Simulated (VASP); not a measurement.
# Ta (Im-3m) in VASP: notebook

The runs below take Ta through single point, with PBE.

Program: VASP 6.6.1. These are calculated values, not measurements. Logs are shortened: lines on timing, memory, paths and dates and some standing lists are left out, and cuts for length are marked.

**1. The structure**

Symmetry: Im-3m, No. 229, cubic system. Conventional cell: a = 3.303 Å, b = 3.303 Å, c = 3.303 Å, α = 90.00°, β = 90.00°, γ = 90.00°. Ta (site symmetry m-3m) is surrounded by 8 Ta at 2.86 Å.

**2. Single point, PBE**

INCAR reads:

```
PREC     = Accurate       # precision mode
ENCUT    = 250            # plane-wave cutoff, eV
EDIFF    = 1E-7           # SCF threshold, eV
ISMEAR   = 0              # smearing method
SIGMA    = 0.1            # smearing width, eV
LREAL    = F              # projectors in reciprocal space
LASPH    = T              # aspherical terms in the spheres
NELM     = 80             # most SCF steps
ALGO     = Fast           # electronic algorithm
ISIF     = 2              # what is computed and relaxed
LWAVE    = F              # write WAVECAR
LCHARG   = F              # write CHGCAR
GGA      = PE             # functional
NBANDS   = 12             # bands
```

KPOINTS reads:

```
regular mesh
0
Gamma
  14 14 14
```

POSCAR reads:

```
Ta
1.0
   -1.6512800000      1.6512800000      1.6512800000
    1.6512800000     -1.6512800000      1.6512800000
    1.6512800000      1.6512800000     -1.6512800000
Ta
1
Direct
    0.0000000000      0.0000000000      0.0000000000
```

Potentials or basis: VASP PAW PBE potentials, release 64 (Ta_pv).

Run with:

```
$ cat potpaw_PBE.64/Ta_pv/POTCAR > POTCAR
$ mpirun -np 1 vasp_std > vasp.out
```

OUTCAR:

```text
PREC = Accurate
   ENCUT = 250
   EDIFF = 1E-7
   ISMEAR = 0
   LREAL = F
   LASPH = T
   NELM = 80
   ISIF = 2
   GGA = PE

 ion  position               nearest neighbor table
   1  0.000  0.000  0.000-

  LATTYP: Found a body centered cubic cell.
 ALAT       =     3.3025600000

  Lattice vectors:

 A1 = (  -1.6512800000,   1.6512800000,   1.6512800000)
 A2 = (   1.6512800000,  -1.6512800000,   1.6512800000)
 A3 = (   1.6512800000,   1.6512800000,  -1.6512800000)

Analysis of symmetry for initial positions (statically):
=====================================================================
 Subroutine PRICEL returns:
 Original cell was already a primitive cell.

 Routine SETGRP: Setting up the symmetry group for a
 body centered cubic supercell.

 Subroutine GETGRP returns: Found 48 space group operations
 (whereof 48 operations were pure point group operations)
 out of a pool of 48 trial point group operations.

The static configuration has the point symmetry O_h .

Analysis of symmetry for dynamics (positions and initial velocities):
=====================================================================
 Subroutine PRICEL returns:
 Original cell was already a primitive cell.

 Routine SETGRP: Setting up the symmetry group for a
 body centered cubic supercell.

 Subroutine GETGRP returns: Found 48 space group operations
 (whereof 48 operations were pure point group operations)
 out of a pool of 48 trial point group operations.

The dynamic configuration has the point symmetry O_h .

 Subroutine INISYM returns: Found 48 space group operations
 (whereof 48 operations are pure point group operations),
 and found     1 'primitive' translations

----------------------------------------------------------------------------------------

                                     Primitive cell

  volume of cell :      18.0104

  direct lattice vectors                    reciprocal lattice vectors
    -1.651280000  1.651280000  1.651280000     0.000000000  0.302795407  0.302795407
     1.651280000 -1.651280000  1.651280000     0.302795407  0.000000000  0.302795407
     1.651280000  1.651280000 -1.651280000     0.302795407  0.302795407  0.000000000

  length of vectors
     2.860100858  2.860100858  2.860100858     0.428217371  0.428217371  0.428217371

  position of ions in fractional coordinates (direct lattice)
     0.000000000  0.000000000  0.000000000

  ion indices of the primitive-cell ions
   primitive index   ion index
                 1           1

----------------------------------------------------------------------------------------

 KPOINTS: regular mesh

Automatic generation of k-mesh.
 Grid dimensions read from file:
 generate k-points for:   14   14   14

 Generating k-lattice:

  Cartesian coordinates                     Fractional coordinates (reciprocal lattice)
     0.000000000  0.021628243  0.021628243     0.071428571  0.000000000  0.000000000
     0.021628243  0.000000000  0.021628243     0.000000000  0.071428571  0.000000000
     0.021628243  0.021628243  0.000000000     0.000000000  0.000000000  0.071428571

  Length of vectors
     0.030586955  0.030586955  0.030586955

  Shift w.r.t. Gamma in fractional coordinates (k-lattice)
     0.000000000  0.000000000  0.000000000

 Subroutine IBZKPT returns following result:
 ===========================================

 Found    104 irreducible k-points:

 Following reciprocal coordinates:
            Coordinates               Weight
  0.000000  0.000000  0.000000      1.000000
  0.071429  0.000000  0.000000     12.000000
  0.142857  0.000000  0.000000     12.000000
  0.214286  0.000000  0.000000     12.000000
  0.285714  0.000000  0.000000     12.000000
  0.357143  0.000000  0.000000     12.000000
[... 16 lines left out ...]
  0.285714  0.285714  0.000000     24.000000
  0.357143  0.285714  0.000000     24.000000
 [... further k-points ...]
   k-points           NKPTS =    104   k-points in BZ     NKDIM =    104   number of bands    NBANDS=     12
   number of dos      NEDOS =    301   number of ions     NIONS =      1
   total plane-waves  NPLWV =   4096
   dimension x,y,z NGX =    16 NGY =   16 NGZ =   16
   dimension x,y,z NGXF=    32 NGYF=   32 NGZF=   32
   ions per type =               1
   NGX,Y,Z   is equivalent  to a cutoff of   9.30,  9.30,  9.30 a.u.
   NGXF,Y,Z  is equivalent  to a cutoff of  18.60, 18.60, 18.60 a.u.
 SYSTEM =  unknown system
   PREC   = accura    normal or accurate (medium, high low for compatibility)
   ISTART =      0    job   : 0-new  1-cont  2-samecut
   ICHARG =      2    charge: 1-file 2-atom 10-const
   ISPIN  =      1    spin polarized calculation?
   LNONCOLLINEAR =      F non collinear calculations
   LSORBIT =      F    spin-orbit coupling
   LASPH  =      T    aspherical Exc in radial PAW
   ENCUT  =  250.0 eV  18.37 Ry    4.29 a.u.   3.69  3.69  3.69*2*pi/ulx,y,z
   NELM   =     80;   NELMIN=  2; NELMDL= -5     # of ELM steps
   EDIFF  = 0.1E-06   stopping-criterion for ELM
   LREAL  =      F    real-space projection
   EDIFFG = 0.1E-05   stopping-criterion for IOM
   NSW    =      0    number of steps for IOM
   IBRION =     -1    ionic relax: 0-MD 1-quasi-New 2-CG
   NFREE  =      0    steps in history (QN), initial steepest desc. (CG)
   ISIF   =      2    stress and relaxation
   ISYM   =      2    0-nonsym 1-usesym 2-fastsym
   POTIM  = 0.5000    time-step for ionic-motion
   TEBEG  =    0.0;   TEEND  =   0.0 temperature during run
   PSTRESS=    0.0 pullay stress
   NELECT =      11.0000    total number of electrons
   NUPDOWN=      -1.0000    fix difference up-down
   EMIN   =  10.00;   EMAX   =-10.00  energy-range for DOS
   EFERMI =   0.00;   METHOD = LEGACY
   ISMEAR =     0;   SIGMA  =   0.10  broadening in eV -4-tet -1-fermi 0-gaus
   EFERMI_NEDOS =   21; number of points for ismear=-14 and -15
   IALGO  =     68    algorithm
   IMIX   =      4    mixing-type and parameters
     AMIX     =   0.40;   BMIX     =  1.00
     AMIX_MAG =   1.60;   BMIX_MAG =  1.00
  volume/ion in A,a.u.               =      18.01       121.54
  Fermi-wavevector in a.u.,A,eV,Ry     =   1.388988  2.624806 26.249534  1.929286
  Thomas-Fermi vector in A             =   2.513061
   LORBIT       =      0    0 simple, 1 ext, 2 COOP (PROOUT), +10 PAW based schemes
   GGA     = PE    functional components
   LHFCALC =     F    Hartree Fock is set to
   AEXX    =    0.0000 exact exchange contribution
   IVDW    =     0    specifies the selected vdW correction
   LEPSILON=     F    determine dielectric tensor
   LRPA    =     F    only Hartree local field effects (RPA)
 non-spin polarized calculation
 RMM-DIIS sequential band-by-band and
 Gauss-broadening in eV      SIGMA  =   0.10
  energy-cutoff  :      250.00
  volume of cell :       18.01
 maximum number of plane-waves:       177
   NGX =  7   NGY =  7   NGZ =  7

 number of electron      11.0000008 magnetization

 Free energy of the ion-electron system (eV)
  ---------------------------------------------------
  ext. energy  EPLUGINS =         0.00000000
  ---------------------------------------------------
  free energy    TOTEN  =       -11.81095477 eV

  energy without entropy =      -11.80638036  energy(sigma->0) =      -11.80866757

 E-fermi :   5.4796     XC(G=0): -12.6217

 val. band max:        5.4488926229   @ k =  -0.3571   0.4286   0.1429
 cond. band min:       5.5048836658   @ k =   0.0714   0.0714   0.0714
 fundamental gap:      0.0559910429
 Fermi energy:         5.4796489786

 k-point     1 :       0.0000    0.0000    0.0000
  band No.  band energies     occupation
      1     -27.5803      2.00000
      2     -27.5803      2.00000
      3     -27.5803      2.00000
      4      -2.4333      2.00000
      5       6.2228      0.00000
      6       6.2228      0.00000
      7       6.2228      0.00000
      8       9.4957      0.00000
      9       9.4957      0.00000
     10      20.4997      0.00000
     11      20.4997      0.00000
     12      20.4997      0.00000

 k-point     2 :       0.0714    0.0000    0.0000
  band No.  band energies     occupation
      1     -27.6419      2.00000
      2     -27.5987      2.00000
      3     -27.5795      2.00000
      4      -2.2054      2.00000
      5       6.0752      0.00000
      6       6.1777      0.00000
      7       6.4460      0.00000
      8       9.2623      0.00000
      9       9.4967      0.00000
     10      20.7029      0.00000
     11      20.8989      0.00000
     12      21.0925      0.00000

 k-point     3 :       0.1429    0.0000    0.0000
  band No.  band energies     occupation
      1     -27.8159      2.00000
      2     -27.6528      2.00000
      3     -27.5805      2.00000
      4      -1.5619      2.00000
      5       5.6891      0.00305
      6       5.9687      0.00000
      7       7.1042      0.00000
      8       8.8845      0.00000
      9       9.5187      0.00000
     10      21.1303      0.00000
     11      22.0337      0.00000
     12      22.3875      0.00000

 k-point     4 :       0.2143    0.0000    0.0000
  band No.  band energies     occupation
      1     -28.0600      2.00000
      2     -27.7299      2.00000
      3     -27.5821      2.00000
      4      -0.6334      2.00000
      5       5.1897      1.99996
      6       5.5729      0.18729
      7       8.1623      0.00000
      8       8.8154      0.00000
      9       9.6047      0.00000
     10      20.2068      0.00000
     11      21.0907      0.00000
     12      22.8550      0.00000

 k-point     5 :       0.2857    0.0000    0.0000
  band No.  band energies     occupation
      1     -28.3203      2.00000
      2     -27.8137      2.00000
      3     -27.5835      2.00000
      4       0.3157      2.00000
      5       4.6967      2.00000
      6       5.3308      1.96472
      7       9.0534      0.00000
      8       9.5512      0.00000
      9       9.7838      0.00000
     10      20.0779      0.00000
     11      20.1998      0.00000
     12      21.3380      0.00000
[... 228 lines left out ...]
      1     -28.5570      2.00000
      2     -28.0659      2.00000
      3     -27.6994      2.00000
      4       2.2746      2.00000
      5       4.0978      2.00000
      6       5.0209      2.00000
      7       9.1047      0.00000
      8      10.3398      0.00000
      9      13.7100      0.00000
     10      16.8478      0.00000
     11      20.3103      0.00000
     12      21.8736      0.00000

 k-point    22 :       0.3571    0.2143   -0.0000
  band No.  band energies     occupation
      1     -28.5881      2.00000
      2     -28.1424      2.00000
      3     -27.7059      2.00000
      4       2.3894      2.00000
      5       4.1068      2.00000
      6       5.3405      1.95088
      7       9.2802      0.00000
      8      10.5231      0.00000
      9      15.0305      0.00000
     10      15.4742      0.00000
     11      19.2922      0.00000
     12      21.7662      0.00000

 k-point    23 :       0.2857    0.2857    0.0000
  band No.  band energies     occupation
      1     -28.5243      2.00000
      2     -28.2126      2.00000
      3     -27.7204      2.00000
      4       2.7908      2.00000
      5       4.0891      2.00000
      6       4.9182      2.00000
      7       9.4834      0.00000
      8      10.2648      0.00000
      9      15.1961      0.00000
     10      15.4665      0.00000
     11      19.3392      0.00000
     12      22.1519      0.00000

 k-point    24 :       0.3571    0.2857    0.0000
  band No.  band energies     occupation
      1     -28.4794      2.00000
      2     -28.2997      2.00000
      3     -27.7266      2.00000
      4       2.9326      2.00000
      5       4.2334      2.00000
      6       4.7845      2.00000
      7       9.7149      0.00000
      8      10.2890      0.00000
      9      14.4273      0.00000
     10      16.5819      0.00000
     11      18.3734      0.00000
     12      22.4164      0.00000

 [... further k-points ...]
[... 5 lines left out ...]
  --------------------------------------------------------------------------------------
  -------------------------------------------------------------------------------------
  Total        0.2840984      0.2840984      0.2840984      0.0000000      0.0000000     -0.0000000
  in kB       25.2730261     25.2730261     25.2730261      0.0000000      0.0000000     -0.0000000
  external PRESSURE =      25.2730261 kB  Pullay stress =       0.0000000 kB

 VOLUME and BASIS-vectors are now :
 -----------------------------------------------------------------------------
  energy-cutoff  :      250.00
  volume of cell :       18.01
      direct lattice vectors                 reciprocal lattice vectors
    -1.651280000  1.651280000  1.651280000     0.000000000  0.302795407  0.302795407
     1.651280000 -1.651280000  1.651280000     0.302795407  0.000000000  0.302795407
     1.651280000  1.651280000 -1.651280000     0.302795407  0.302795407  0.000000000

 POSITION                                       TOTAL-FORCE (eV/Angst)
 -----------------------------------------------------------------------------------
      0.00000      0.00000      0.00000        -0.000000     -0.000000      0.000000
 -----------------------------------------------------------------------------------
    total drift:                               -0.000000      0.000000     -0.000000

  FREE ENERGIE OF THE ION-ELECTRON SYSTEM (eV)
  ---------------------------------------------------
  free  energy   TOTEN  =       -11.8109547732 eV

  energy  without entropy=      -11.8063803595  energy(sigma->0) =      -11.80866757
```

Wall time 7.5 s (1 thread of Intel Xeon Platinum 8559C (Emerald Rapids), shared host); peak memory 0.11 GiB.

What came out:

- Free energy: -11.8110 eV
- Band gap on the k mesh: none (metal or under the smearing width)

Caveat: the cutoff is under 1.25 times the usual one of these potentials, so pressure, stress and relaxed cells hold a basis-set (Pulay) error. The run has no spin-orbit coupling, so splittings on Ta are missing.

(Part 1 of 2 ends here.)
